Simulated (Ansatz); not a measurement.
# SnO2: where the heat goes in a short trajectory

These are results of DFT PBE, scalar-relativistic, plane waves, PAW (Ansatz 0.2.0), not measurements. Cutoff 420 eV, shifted (0.5, 0.5, 0.5 steps) 2×2×2 k-points, Fermi–Dirac smearing of 0.16 eV. The mesh is coarse. No spin polarisation.

18 atoms start on the lattice sites below (V = 240.1 Å³, 1.06 times the source cell's; static pressure -9.49 GPa, largest force component 0.21 eV/Å) with velocities drawn for 1800 K; constant energy, at which the real crystal may have melted, fixed cell, 71 steps of 4 fs.

```
Sn O
1.0
     4.88191    0.00000   -3.30446
     0.00000    4.96203   -3.30446
     4.88191    4.96203    3.30446
Sn O
6 12
Cartesian
  2.4410 2.4810 1.6522
  7.3229 7.4430 -1.6522
  2.4410 2.4810 -1.6522
  0.0000 0.0000 0.0000
  4.8819 4.9620 -3.3045
  4.8819 4.9620 0.0000
  1.4248 1.5930 0.0000
  6.3067 6.5550 -3.3045
  6.3067 6.5550 0.0000
  3.8658 5.8500 -1.6522
  8.7477 5.8500 -1.6522
  3.8658 0.8880 -1.6522
  5.8981 4.0740 -1.6522
  5.8981 9.0361 -1.6522
  1.0161 4.0740 -1.6522
  3.4571 3.3690 0.0000
  8.3390 8.3310 -3.3045
  3.4571 3.3690 -3.3045
```

```csv
t (fs),T (K),kinetic energy (meV/atom),potential energy over the first frame (meV/atom),P with the kinetic part (GPa)
0.0,1800,219.7,0.0,-7.62
20.0,598,73.0,149.6,-6.37
40.0,562,68.6,153.4,-6.16
60.0,1178,143.9,77.0,-6.45
80.0,1036,126.4,94.7,-6.02
100.0,844,103.1,118.2,-5.97
120.0,888,108.4,113.7,-5.25
140.0,911,111.2,110.9,-5.37
160.0,826,100.9,120.5,-4.52
180.0,1027,125.4,95.9,-4.53
200.0,950,115.9,105.7,-6.62
220.0,879,107.3,114.0,-5.22
240.0,871,106.3,115.8,-3.67
260.0,960,117.2,104.4,-6.72
280.0,761,92.8,128.8,-6.41
```

T counts 3N − 3 degrees of freedom. Means over every step of the second half, not only the rows shown: T = 890 K, kinetic energy 108.7 meV/atom, potential energy 112.9 meV/atom, P = -5.35 GPa.

Question: Does the potential energy follow equipartition for harmonic vibrations?

Answer: In a harmonic crystal each vibration holds as much potential as kinetic energy on average, here 108.7 meV/atom. The run has 112.9, a ratio of 1.04. That is near one, as for a crystal vibrating about its sites. At constant energy a start from the lattice sites hands about half of the kinetic energy to the potential, so T should settle near 900 K. The time step adds a little: a Verlet scheme lowers a mode's mean kinetic energy against its potential energy by the factor 1 − (ωΔt)²/4. So short a run gives a rough mean.

Question: Split the rise of pressure into the kinetic part and the rest. Can a thermal Grüneisen parameter be estimated?

Answer: The program counts the kinetic part as N k_B T/V = 0.92 GPa. The pressure lies 4.14 GPa over the static one in all, so the forces add 3.22 GPa. For a harmonic mode with ω ∝ V^(−γ) and an amplitude that scales with the cell, the forces add (2γ − 2/3)U/V, which needs no equipartition; when U equals the kinetic energy K, this and the kinetic part 2K/(3V) sum to the Mie–Grüneisen γE_th/V. With U = N × 112.9 meV, γ = 1/3 + V ΔP_forces/(2U) = 1.52, for harmonic vibrations a mean over the modes weighted by their potential energy, for uniform scaling of the cell (in a layered or otherwise anisotropic crystal this differs from γ under hydrostatic pressure). Most solids fall between 1 and 3, and tetrahedral, framework and layered ones often lower; anharmonic motion and pressure swings in a cell of 18 atoms make this value uncertain by tenths or more.

Cost: 1 run of about 6.5 core-minutes (earlier runs that led there not counted), on Intel Xeon 6975P-C (Granite Rapids) (shared hosts).